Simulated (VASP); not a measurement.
The system is Au.

```
Au
1.0
     2.90000    0.00000    0.00000
    -1.45000    2.51147    0.00000
     0.00000    0.00000    4.88000
Au
2
Direct
  0.66667 0.33333 0.25000
  0.33333 0.66667 0.75000
```

This isn't the form of Au at room conditions, which is fcc.

| Quantity | Value |
| --- | --- |
| Program | VASP 6.6.1 |
| Task | relaxation of cell and atoms |
| Functional | r2SCAN |
| Dispersion | D4 |
| Potentials or basis | VASP PAW PBE potentials, release 64 (Au) |
| Cutoff | 600 eV |
| k mesh | 11 × 11 × 6 |
| Occupations | methfessel-paxton, width 0.1 eV |
| Spin | no spin polarisation |

At the start: pressure -3.1 GPa; volume 17.77 Å³/atom.

Q: Where does the relaxation end?

A: Over 5 steps the energy falls by 3.9 meV/atom and the volume is 17.40 Å³/atom (-2.1 %); space group P6_3/mmc (No. 194, to 0.05 Å).

The path:
| step | energy change (eV) | largest force (eV/Å) | pressure (GPa) | volume (Å³) |
| --- | --- | --- | --- | --- |
| 1 | 0.0000 | 0.0000 | -3.15 | 35.54 |
| 2 | 0.0094 | 0.0000 | 5.44 | 33.78 |
| 3 | -0.0073 | 0.0000 | 0.03 | 34.82 |
| 4 | -0.0076 | 0.0000 | 0.02 | 34.81 |
| 5 | -0.0079 | 0.0000 | 0.04 | 34.79 |

Final structure:
```yaml
crystal:
  lattice:
    - [2.89077, 0.00000, 0.00000]
    - [-1.44538, 2.50348, 0.00000]
    - [0.00000, 0.00000, 4.80766]
  atoms:
    - { symbol: Au, position: [0.66667, 0.33333, 0.25000] }
    - { symbol: Au, position: [0.33333, 0.66667, 0.75000] }
```

Caveat: the PAW data sets were made with another functional, which shifts forces and pressure a little; pairwise dispersion overbinds metals, which lowers pressure and volume.
